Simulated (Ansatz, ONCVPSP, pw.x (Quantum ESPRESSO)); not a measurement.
## boron (B): does the ONCV potential hold in the solid?

- Element: B (Z = 5)
- Generator: ONCVPSP 4.0.1.1 (patched build)
- Type: optimised norm-conserving Vanderbilt (ONCV)
- Functional: PBE
- Relativity: scalar-relativistic
- Frozen core: [He]
- Valence charge: 3
- Reference configuration: 2s1.75 2p1.25
- Partial waves: 2s: rc 1.45 bohr, ncon 3, nbas 6, qcut 3.7 1/bohr, 1 projector; 2p: rc 2.15 bohr, ncon 4, nbas 8, qcut 6.5 1/bohr, 2 projectors, debl 3.5 Ha; d scattering state at 0.32 Ha: rc 2.30 bohr, ncon 4, nbas 7, qcut 3.5 1/bohr, 2 projectors, debl 1 Ha
- Local potential: polynomial inside 1.30 bohr (lpopt 5, dvloc0 0 Ha)
- Core correction: Teter function, fcfact 2.25, rcfact 1.15

Crystal test: fcc B in pw.x 7.5, no spin, 18³ k-points, Fermi–Dirac smearing 0.01 Ry, cutoffs 100/400 Ry. The lattice is a test structure that the element need not adopt, and mesh and smearing are coarse.

pw.x input:

```
&control
  calculation='scf', prefix='x', pseudo_dir='./', outdir='./tmp', tstress=.true., disk_io='low'
/
&system
  ibrav=0, nat=1, ntyp=1, ecutwfc=100, ecutrho=400, nbnd=8,
  occupations='smearing', smearing='fd', degauss=0.01
/
&electrons
  conv_thr=1e-09, mixing_beta=0.4, electron_maxstep=70
/
ATOMIC_SPECIES
B 1.0 B.UPF
CELL_PARAMETERS angstrom
  0.00000000 1.43403007 1.43403007
  1.43403007 0.00000000 1.43403007
  1.43403007 1.43403007 0.00000000
ATOMIC_POSITIONS crystal
B 0.0000 0.0000 0.0000
K_POINTS automatic
18 18 18 0 0 0
```

```bash
pw.x < B.scf.in > B.scf.out
```

Problem. How does the run end?

Solution. It converges; the pressure is -5.96 GPa against -0.40 GPa from all-electron LAPW. The largest radius (2.30 bohr) exceeds half the bond length (1.92 bohr), so the spheres overlap, which is one possible source of error among others. This is a poor potential for the solid. The log shows:

```
Message from routine setup:
     using ibrav=0 with symmetry is DISCOURAGED, use correct ibrav instead
     lattice parameter (alat)  =       3.8324  a.u.
     unit-cell volume          =      39.8017 (a.u.)^3
     number of electrons       =         3.00
     number of Kohn-Sham states=            8
     kinetic-energy cutoff     =     100.0000  Ry
     charge density cutoff     =     400.0000  Ry
     scf convergence threshold =      1.0E-09
     Exchange-correlation= PBE
     number of k points=   195  Fermi-Dirac smearing, width (Ry)=  0.0100
     iteration #  1     ecut=   100.00 Ry     beta= 0.40
     total energy              =      -5.65300819 Ry
     estimated scf accuracy    <       0.00184192 Ry
     iteration #  2     ecut=   100.00 Ry     beta= 0.40
     total energy              =      -5.65298775 Ry
     estimated scf accuracy    <       0.00064604 Ry
     iteration #  3     ecut=   100.00 Ry     beta= 0.40
     total energy              =      -5.65299415 Ry
     estimated scf accuracy    <       0.00000115 Ry
     iteration #  4     ecut=   100.00 Ry     beta= 0.40
     total energy              =      -5.65299422 Ry
     estimated scf accuracy    <       0.00000004 Ry
     iteration #  5     ecut=   100.00 Ry     beta= 0.40
     the Fermi energy is    14.3839 ev
!    total energy              =      -5.65299422 Ry
     estimated scf accuracy    <          6.9E-11 Ry
     smearing contrib. (-TS)   =      -0.00098752 Ry
     The total energy is F=E-TS. E is the sum of the following terms:
     one-electron contribution =       4.23429620 Ry
     hartree contribution      =       0.01822906 Ry
     xc contribution           =      -2.29107908 Ry
     ewald contribution        =      -7.61345288 Ry
     convergence has been achieved in   5 iterations
          total   stress  (Ry/bohr**3)                   (kbar)     P=      -59.55
```
